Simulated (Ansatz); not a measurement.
Wanted: the native input for an Ansatz 0.2.0 run.

```
Task                : relaxation of cell and atoms
Functional          : revPBE
Potentials or basis : all-electron LAPW, scalar-relativistic
Basis error allowed : 0.001 eV/atom
k mesh              : 11 × 11 × 11
Occupations         : fermi-dirac, width 0.05 eV
Spin                : collinear spin, ferromagnetic start
Starting moments    : [3.0, 0.0] μB
```

FeO (Wuestite):

```xyz
2
Lattice="0.0000 2.1554 2.1554 2.1554 0.0000 2.1554 2.1554 2.1554 0.0000" Properties=species:S:1:pos:R:3 pbc="T T T"
Fe    0.0000    0.0000    0.0000
O     2.1554    2.1554    2.1554
```

These files were run (other wordings do the same):

input.yaml

```yaml
crystal:
  lattice:
    - [0.0, 2.1554, 2.1554]
    - [2.1554, 0.0, 2.1554]
    - [2.1554, 2.1554, 0.0]
  atoms:
    - { symbol: Fe, position: [0.0, 0.0, 0.0], spin: 3.0 }
    - { symbol: O, position: [0.5, 0.5, 0.5] }
kpoints:
  mp_grid: { grid: [11, 11, 11] }
scf:
  occupations: { method: fermi_dirac, width: 0.05 }
hamiltonian:
  xc: revpbe
  pseudopotentials: { kind: all_electron, lapw: { basis_error: 0.001 } }
magnetization:
  spin_polarized: true
output:
  forces: true
  stress: true
relax:
  f_tol: 0.01
  max_steps: 60
  cell: {}
```

Potentials or basis: all-electron LAPW, scalar-relativistic.

Command:

```sh
$ ansatz run input.yaml --threads 2 --pin off --max-ram 6144MiB --backend cpu --events-out ev --progress --plain --runs-dir out
```

It gave:

```
Relaxed volume                         : 10.22 Å³/atom
Relaxed cell                           : a = 3.069 Å, b = 3.069 Å, c = 3.069 Å, α = 60.00°, β = 60.00°, γ = 60.00°
Space group after relaxing (to 0.05 Å) : Fm-3m (No. 225)
Energy gained by relaxing              : 2.4 meV/atom
Ionic steps                            : 4
Pressure after relaxing                : 0.0 GPa
Net moment                             : 4.00 μB per cell
Absolute moment                        : 4.02 μB per cell
Site moments                           : Fe +3.62; O +0.31 μB
```

Caveat: a cell with one magnetic atom can't hold antiferromagnetic order, which such compounds often take.

It took 33 s on 2 threads of Arm Neoverse V1 (shared host), peak memory 0.44 GiB.
